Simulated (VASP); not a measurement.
# AlH5 (P-62m) in VASP: reference runs

Aim: a first look at AlH5 with PBE, on the cell as given.

All numbers are computed with VASP 6.6.1; they aren't measurements. Logs are shortened: lines on timing, memory, paths and dates and some standing lists are left out, and cuts for length are marked.

## Step 1: The structure

Symmetry: P-62m, No. 189, hexagonal system. Conventional cell: a = 3.765 Å, b = 3.765 Å, c = 2.615 Å, α = 90.00°, β = 90.00°, γ = 120.00°. Al (site symmetry -62m) is surrounded by 6 H at 1.83 Å. Around H (site symmetry -6) lie 6 H at 1.80 Å. H (site symmetry m2m) has 4 H at 1.80 Å and 2 Al at 1.83 Å as nearest neighbours.

The cell was built by a generator and needn't be a form met in nature.

## Step 2: Single point, PBE

File INCAR:

```
SYSTEM = AlH5
PREC = Accurate
ENCUT = 520
EDIFF = 1E-7
ISMEAR = -1
SIGMA = 0.05
LREAL = .False.
LASPH = .True.
NELM = 100
ALGO = Normal
ISIF = 2
LWAVE = .False.
LCHARG = .True.
GGA = PE
LELF = .True.
LVHAR = .True.
NBANDS = 13
```

File KPOINTS:

```
regular mesh
0
Gamma
  8 8 10
  0 0 0
```

File POSCAR:

```
AlH5
1.0
    3.7645500000      0.0000000000      0.0000000000
   -1.8822800000      3.2602000000      0.0000000000
    0.0000000000      0.0000000000      2.6145800000
Al H
1 5
Direct
    0.0000000000      0.0000000000      0.5000000000
    0.3333300000      0.6666700000      0.5000000000
    0.0000000000      0.6603200000      0.0000000000
    0.6603200000      0.0000000000      0.0000000000
    0.3396800000      0.3396800000      0.0000000000
    0.6666700000      0.3333300000      0.5000000000
```

Potentials or basis: VASP PAW PBE potentials, release 64 (Al, H).

On the command line:

```sh
$ cat potpaw_PBE.64/Al/POTCAR potpaw_PBE.64/H/POTCAR > POTCAR
$ mpirun -np 1 vasp_std > vasp.out
```

OUTCAR:

```text
SYSTEM = AlH5
   PREC = Accurate
   ENCUT = 520
   EDIFF = 1E-7
   ISMEAR = -1
   LREAL = .False.
   LASPH = .True.
   NELM = 100
   ISIF = 2
   GGA = PE

 ion  position               nearest neighbor table
   1  0.000  0.000  0.500-   4 1.83   4 1.83   5 1.83   5 1.83   3 1.83   3 1.83
   2  0.333  0.667  0.500-
   3  0.000  0.660  0.000-   1 1.83   1 1.83
   4  0.660  0.000  0.000-   1 1.83   1 1.83
   5  0.340  0.340  0.000-   1 1.83   1 1.83
   6  0.667  0.333  0.500-

  LATTYP: Found a hexagonal cell.
 ALAT       =     3.7645500000
 C/A-ratio  =     0.6945265702

  Lattice vectors:

 A1 = (   3.7645500000,   0.0000000000,   0.0000000000)
 A2 = (  -1.8822800000,   3.2602000000,   0.0000000000)
 A3 = (   0.0000000000,   0.0000000000,   2.6145800000)

Analysis of symmetry for initial positions (statically):
=====================================================================
 Subroutine PRICEL returns:
 Original cell was already a primitive cell.

 Routine SETGRP: Setting up the symmetry group for a
 hexagonal supercell.

 Subroutine GETGRP returns: Found  4 space group operations
 (whereof  4 operations were pure point group operations)
 out of a pool of 24 trial point group operations.

The static configuration has the point symmetry C_2v.

Analysis of symmetry for dynamics (positions and initial velocities):
=====================================================================
 Subroutine PRICEL returns:
 Original cell was already a primitive cell.

 Routine SETGRP: Setting up the symmetry group for a
 hexagonal supercell.

 Subroutine GETGRP returns: Found  4 space group operations
 (whereof  4 operations were pure point group operations)
 out of a pool of 24 trial point group operations.

The dynamic configuration has the point symmetry C_2v.

 Subroutine INISYM returns: Found  4 space group operations
 (whereof  4 operations are pure point group operations),
 and found     1 'primitive' translations

----------------------------------------------------------------------------------------

                                     Primitive cell

  volume of cell :      32.0892

  direct lattice vectors                    reciprocal lattice vectors
     3.764550000  0.000000000  0.000000000     0.265635999  0.153365232  0.000000000
    -1.882280000  3.260200000  0.000000000     0.000000000  0.306729648  0.000000000
     0.000000000  0.000000000  2.614580000     0.000000000  0.000000000  0.382470607

  length of vectors
     3.764550000  3.764556021  2.614580000     0.306730139  0.306729648  0.382470607

  position of ions in fractional coordinates (direct lattice)
     0.000000000  0.000000000  0.500000000
     0.333330000  0.666670000  0.500000000
     0.000000000  0.660320000  0.000000000
     0.660320000  0.000000000  0.000000000
     0.339680000  0.339680000  0.000000000
     0.666670000  0.333330000  0.500000000

  ion indices of the primitive-cell ions
   primitive index   ion index
                 1           1
                 2           2
                 3           3
                 4           4
                 5           5
                 6           6

----------------------------------------------------------------------------------------

 KPOINTS: regular mesh

Automatic generation of k-mesh.
 Grid dimensions read from file:
 generate k-points for:    8    8   10

 Generating k-lattice:

  Cartesian coordinates                     Fractional coordinates (reciprocal lattice)
     0.033204500  0.019170654  0.000000000     0.125000000  0.000000000  0.000000000
     0.000000000  0.038341206  0.000000000     0.000000000  0.125000000  0.000000000
     0.000000000  0.000000000  0.038247061     0.000000000  0.000000000  0.100000000

  Length of vectors
     0.038341267  0.038341206  0.038247061

  Shift w.r.t. Gamma in fractional coordinates (k-lattice)
     0.000000000  0.000000000  0.000000000

 Subroutine IBZKPT returns following result:
 ===========================================

 Found    126 irreducible k-points:

 Following reciprocal coordinates:
            Coordinates               Weight
  0.000000  0.000000  0.000000      1.000000
  0.125000  0.000000  0.000000      4.000000
 -0.125000  0.125000  0.000000      2.000000
  0.250000  0.000000  0.000000      4.000000
 -0.250000  0.250000  0.000000      2.000000
  0.375000  0.000000  0.000000      4.000000
[... 16 lines left out ...]
  0.125000  0.000000  0.100000      8.000000
 -0.125000  0.125000  0.100000      4.000000
 [... further k-points ...]
   k-points           NKPTS =    126   k-points in BZ     NKDIM =    126   number of bands    NBANDS=     13
   number of dos      NEDOS =    301   number of ions     NIONS =      6
   total plane-waves  NPLWV =  15680
   dimension x,y,z NGX =    28 NGY =   28 NGZ =   20
   dimension x,y,z NGXF=    56 NGYF=   56 NGZF=   40
   ions per type =               1   5
   NGX,Y,Z   is equivalent  to a cutoff of  12.37, 12.37, 12.72 a.u.
   NGXF,Y,Z  is equivalent  to a cutoff of  24.73, 24.73, 25.43 a.u.
 SYSTEM =  AlH5
   PREC   = accura    normal or accurate (medium, high low for compatibility)
   ISTART =      0    job   : 0-new  1-cont  2-samecut
   ICHARG =      2    charge: 1-file 2-atom 10-const
   ISPIN  =      1    spin polarized calculation?
   LNONCOLLINEAR =      F non collinear calculations
   LSORBIT =      F    spin-orbit coupling
   LASPH  =      T    aspherical Exc in radial PAW
   ENCUT  =  520.0 eV  38.22 Ry    6.18 a.u.   7.00  7.00  4.86*2*pi/ulx,y,z
   NELM   =    100;   NELMIN=  2; NELMDL= -5     # of ELM steps
   EDIFF  = 0.1E-06   stopping-criterion for ELM
   LREAL  =      F    real-space projection
   EDIFFG = 0.1E-05   stopping-criterion for IOM
   NSW    =      0    number of steps for IOM
   IBRION =     -1    ionic relax: 0-MD 1-quasi-New 2-CG
   NFREE  =      0    steps in history (QN), initial steepest desc. (CG)
   ISIF   =      2    stress and relaxation
   ISYM   =      2    0-nonsym 1-usesym 2-fastsym
   POTIM  = 0.5000    time-step for ionic-motion
   TEBEG  =    0.0;   TEEND  =   0.0 temperature during run
   PSTRESS=    0.0 pullay stress
   NELECT =       8.0000    total number of electrons
   NUPDOWN=      -1.0000    fix difference up-down
   EMIN   =  10.00;   EMAX   =-10.00  energy-range for DOS
   EFERMI =   0.00;   METHOD = LEGACY
   ISMEAR =    -1;   SIGMA  =   0.05  broadening in eV -4-tet -1-fermi 0-gaus
   EFERMI_NEDOS =   21; number of points for ismear=-14 and -15
   IALGO  =     38    algorithm
   IMIX   =      4    mixing-type and parameters
     AMIX     =   0.40;   BMIX     =  1.00
     AMIX_MAG =   1.60;   BMIX_MAG =  1.00
  volume/ion in A,a.u.               =       5.35        36.09
  Fermi-wavevector in a.u.,A,eV,Ry     =   1.030351  1.947081 14.444252  1.061623
  Thomas-Fermi vector in A             =   2.164444
   LORBIT       =      0    0 simple, 1 ext, 2 COOP (PROOUT), +10 PAW based schemes
   GGA     = PE    functional components
   LHFCALC =     F    Hartree Fock is set to
   AEXX    =    0.0000 exact exchange contribution
   IVDW    =     0    specifies the selected vdW correction
   LEPSILON=     F    determine dielectric tensor
   LRPA    =     F    only Hartree local field effects (RPA)
 non-spin polarized calculation
  energy-cutoff  :      520.00
  volume of cell :       32.09
 maximum number of plane-waves:       884
   NGX = 13   NGY = 13   NGZ =  9

 number of electron       7.9999999 magnetization

 Free energy of the ion-electron system (eV)
  ---------------------------------------------------
  ext. energy  EPLUGINS =         0.00000000
  ---------------------------------------------------
  free energy    TOTEN  =       -16.31888700 eV

  energy without entropy =      -16.30504935  energy(sigma->0) =      -16.31196817

 E-fermi :   4.4598     XC(G=0): -10.3619

 val. band max:        4.4575019426   @ k =   0.1250   0.1250   0.0000
 cond. band min:       4.5071748998   @ k =   0.3750   0.1250   0.2000
 fundamental gap:      0.0496729572
 Fermi energy:         4.4597861267

 k-point     1 :       0.0000    0.0000    0.0000
  band No.  band energies     occupation
      1      -8.4703      2.00000
      2       2.1342      2.00000
      3       2.1342      2.00000
      4       3.9029      1.99997
      5       4.6841      0.02230
      6       8.2401      0.00000
      7       8.2401      0.00000
      8      12.6349      0.00000
      9      14.5748      0.00000
     10      22.1412      0.00000
     11      22.3768      0.00000
     12      22.3768      0.00000
     13      23.9852      0.00000

 k-point     2 :       0.1250    0.0000    0.0000
  band No.  band energies     occupation
      1      -8.2608      2.00000
      2       0.9176      2.00000
      3       1.4863      2.00000
      4       3.9155      1.99996
      5       5.3215      0.00000
      6       9.0187      0.00000
      7       9.4747      0.00000
      8      12.9822      0.00000
      9      14.7559      0.00000
     10      20.6996      0.00000
     11      21.9361      0.00000
     12      22.7977      0.00000
     13      23.0110      0.00000
[... 321 lines left out ...]
 k-point    23 :       0.1250    0.0000    0.1000
  band No.  band energies     occupation
      1      -8.0517      2.00000
      2       1.0834      2.00000
      3       1.6519      2.00000
      4       4.0304      1.99963
      5       5.1245      0.00000
      6       8.9694      0.00000
      7       9.5885      0.00000
      8      11.2486      0.00000
      9      16.7837      0.00000
     10      18.9264      0.00000
     11      19.3999      0.00000
     12      21.8569      0.00000
     13      23.1424      0.00000

 k-point    24 :      -0.1250    0.1250    0.1000
  band No.  band energies     occupation
      1      -8.0517      2.00000
      2       1.0833      2.00000
      3       1.6519      2.00000
      4       4.0304      1.99963
      5       5.1246      0.00000
      6       8.9694      0.00000
      7       9.5885      0.00000
      8      11.2486      0.00000
      9      16.7837      0.00000
     10      18.9263      0.00000
     11      19.4000      0.00000
     12      21.8569      0.00000
     13      23.1423      0.00000

 [... further k-points ...]

------------------------ aborting loop because EDIFF is reached ----------------------------------------

  FORCE on cell =-STRESS in cart. coord.  units (eV):
  Direction    XX          YY          ZZ          XY          YZ          ZX
  --------------------------------------------------------------------------------------
  -------------------------------------------------------------------------------------
  Total       -0.0526842     -0.0526445      0.2029871      0.0000346      0.0000000      0.0000000
  in kB       -2.6304605     -2.6284758     10.1349047      0.0017285      0.0000000      0.0000000
  external PRESSURE =       1.6253228 kB  Pullay stress =       0.0000000 kB

 VOLUME and BASIS-vectors are now :
 -----------------------------------------------------------------------------
  energy-cutoff  :      520.00
  volume of cell :       32.09
      direct lattice vectors                 reciprocal lattice vectors
     3.764550000  0.000000000  0.000000000     0.265635999  0.153365232  0.000000000
    -1.882280000  3.260200000  0.000000000     0.000000000  0.306729648  0.000000000
     0.000000000  0.000000000  2.614580000     0.000000000  0.000000000  0.382470607

 POSITION                                       TOTAL-FORCE (eV/Angst)
 -----------------------------------------------------------------------------------
      0.00000      0.00000      1.30729         0.000010      0.000018      0.000000
     -0.00002      2.17348      1.30729        -0.000011     -0.000016      0.000000
     -1.24291      2.15278      0.00000         0.004629     -0.008000      0.000000
      2.48581      0.00000      0.00000        -0.009243      0.000009      0.000000
      0.63937      1.10742      0.00000         0.004623      0.008007      0.000000
      1.88229      1.08672      1.30729        -0.000009     -0.000017      0.000000
 -----------------------------------------------------------------------------------
    total drift:                               -0.000018      0.000010      0.000000

  FREE ENERGIE OF THE ION-ELECTRON SYSTEM (eV)
  ---------------------------------------------------
  free  energy   TOTEN  =       -16.3188869989 eV

  energy  without entropy=      -16.3050493491  energy(sigma->0) =      -16.31196817
```

It took 38 s on 1 thread of AMD EPYC 7R13 (Zen 3), shared host; peak memory 0.14 GiB.

What came out:

- Free energy: -16.3189 eV
- Pressure: 0.2 GPa
- Largest force: 0.009 eV/Å
- Band gap on the k mesh: none (metal or under the smearing width)

Forces on the atoms (eV/Å):
```
Al   0.000  0.000  0.000
H    0.000  0.000  0.000
H    0.005 -0.008  0.000
H   -0.009  0.000  0.000
H    0.005  0.008  0.000
H    0.000  0.000  0.000
```
